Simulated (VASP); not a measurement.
**A VASP 6.6.1 single-point calculation on AlN**

INCAR

```
GGA = PE
NSW = 0
LREAL = .FALSE.
BMIX = 0.0001
AMIX = 0.2
IBRION = -1
LASPH = .TRUE.
PREC = Medium
ISMEAR = 0
ENCUT = 520
NBANDS = 11
SIGMA = 0.01
LCHARG = .FALSE.
NELM = 62
EDIFF = 1E-7
ISIF = 2
LWAVE = .FALSE.
```

KPOINTS

```
KPOINTS created by Atomic Simulation Environment
0
Gamma
10 10 10
0 0 0
```

POSCAR

```
Al N
 1.0000000000000000
     0.0000000000000000    1.9583023921000000    1.9583023921000000
     1.9583023921000000    0.0000000000000000    1.9583023921000000
     1.9583023921000000    1.9583023921000000    0.0000000000000000
 Al  N
   1   1
Cartesian
  0.0000000000000000  0.0000000000000000  0.0000000000000000
  1.9583023921000000  1.9583023921000000  1.9583023921000000
```

The recommended PBE PAW datasets give the neutral cell 8 valence electrons.

Command

```
mpirun -np 1 vasp_std
```

Question: How does this run end, and what does it give?

Answer: It converged. Results: gap between bands v and c on the k mesh 5.12 eV; least direct gap on the k mesh 7.13 eV; pressure 36.3 GPa. Band v is the last that the valence electrons fill when counted band by band, and c is the next.

OSZICAR

```
N       E                     dE             d eps       ncg     rms          rms(c)
DAV:   1     0.108996783992E+02    0.10900E+02   -0.39323E+03  1066   0.618E+02
DAV:   2    -0.155484774988E+02   -0.26448E+02   -0.25699E+02  1278   0.142E+02
DAV:   3    -0.162002114524E+02   -0.65173E+00   -0.65084E+00  1239   0.208E+01
DAV:   4    -0.162025166800E+02   -0.23052E-02   -0.23050E-02  1181   0.133E+00
DAV:   5    -0.162025344805E+02   -0.17800E-04   -0.17800E-04  1211   0.112E-01    0.803E+00
DAV:   6    -0.148429408561E+02    0.13596E+01   -0.21802E+00  1154   0.817E+00    0.469E+00
DAV:   7    -0.143612703296E+02    0.48167E+00   -0.24812E+00  1145   0.881E+00    0.255E+00
DAV:   8    -0.143571592163E+02    0.41111E-02   -0.43389E-02  1124   0.172E+00    0.277E-01
DAV:   9    -0.143567598066E+02    0.39941E-03   -0.23673E-03  1223   0.319E-01    0.278E-01
DAV:  10    -0.143569018326E+02   -0.14203E-03   -0.85438E-04  1142   0.189E-01    0.146E-01
DAV:  11    -0.143568132605E+02    0.88572E-04   -0.35494E-04  1154   0.114E-01    0.235E-02
DAV:  12    -0.143568130820E+02    0.17844E-06   -0.62005E-06  1184   0.226E-02    0.687E-03
DAV:  13    -0.143568125781E+02    0.50389E-06   -0.14761E-06  1184   0.742E-03    0.233E-03
DAV:  14    -0.143568123075E+02    0.27060E-06   -0.63328E-08   607   0.193E-03    0.794E-04
DAV:  15    -0.143568122975E+02    0.10028E-07   -0.21525E-09   577   0.452E-04
   1 F= -.14356812E+02 E0= -.14356812E+02  d E =-.141689E-16
```

For comparison, a separate PBE run of the intended cell, on usual settings and not on those above, gives a gap of 5.12 eV on its mesh and a pressure of 36.3 GPa.
